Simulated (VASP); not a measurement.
Here is a VASP 6.6.1 calculation.

The input INCAR:

```
PREC     = Accurate       # precision mode
ENCUT    = 520            # plane-wave cutoff, eV
EDIFF    = 1E-6           # SCF threshold, eV
ISMEAR   = -1             # smearing method
SIGMA    = 0.1            # smearing width, eV
LREAL    = False          # projectors in reciprocal space
LASPH    = True           # aspherical terms in the spheres
NELM     = 80             # most SCF steps
ALGO     = Normal         # electronic algorithm
ISIF     = 2              # what is computed and relaxed
LWAVE    = False          # write WAVECAR
LCHARG   = True           # write CHGCAR
GGA      = RP             # functional
LELF     = True           # ELF
LVHAR    = True         
NBANDS   = 11             # bands
```

File KPOINTS:

```
Automatic mesh
0
Gamma
  12 12 12
```

File POSCAR:

```
Pt
1.0
    2.6429346958      0.0000000000      0.0000000000
    0.0000000000      2.6429346958      0.0000000000
    0.0000000000      0.0000000000      2.6429346958
Pt
1
Direct
    0.0000000000      0.0000000000      0.0000000000
```

Potentials or basis: VASP PAW PBE potentials, release 64 (Pt).

The run is started by

```console
$ cat potpaw_PBE.64/Pt/POTCAR > POTCAR
$ mpirun -np 1 vasp_std > vasp.out
```

(1) What does it give for the pressure?

(2) Predict the band gap on the k mesh.

Answers

(1) -0.4 GPa.

(2) none (metal or under the smearing width).

Caveat: the PAW data sets were made with another functional, which shifts forces and pressure a little.
